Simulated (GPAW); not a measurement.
Crystal: GaN.

```xyz
4
Lattice="3.1800 0.0000 0.0000 -1.5900 2.7540 0.0000 0.0000 0.0000 5.1660" Properties=species:S:1:pos:R:3 pbc="T T T"
Ga    1.5900    0.9180    2.5830
Ga    0.0000    1.8360    0.0000
N     1.5900    0.9180    4.5203
N     0.0000    1.8360    1.9373
```

Base run:

| Property | Result |
| --- | --- |
| Program | GPAW 26.7.0 |
| Functional | PBEint |
| Potentials or basis | PAW data sets generated in the run's folder for this functional |
| Cutoff | 800 eV |
| Basis | pw |
| k mesh | 7 × 7 × 4 |
| Occupations | fermi-dirac, width 0.05 eV |
| Spin | spin-orbit coupling, no magnetisation |

Its results: band gap on the k mesh 2.03 eV, direct; pressure 11.6 GPa; largest force 0.181 eV/Å.

**Question.** After a change of settings the same cell gave: band gap on the k mesh 2.08 eV, direct; pressure 14.3 GPa; largest force 0.182 eV/Å. Which change was it?
A. functional from PBEint to WC; band points from 80 to 100
B. functional from PBEint to PW91; spin axis theta (degrees) from 0 to 90
C. functional from PBEint to LDA; potentials or basis from PAW data sets generated in the run's folder for this functional to the program's PAW data sets (release 1.2.1) made for this functional

**Answer.** B.

Caveats: spin-orbit coupling was added after a scalar SCF, so levels and gaps hold it while energy, forces, pressure and moments don't; this program's spin-orbit splittings come out too wide for heavy elements.

Not every run made on this cell is shown here.
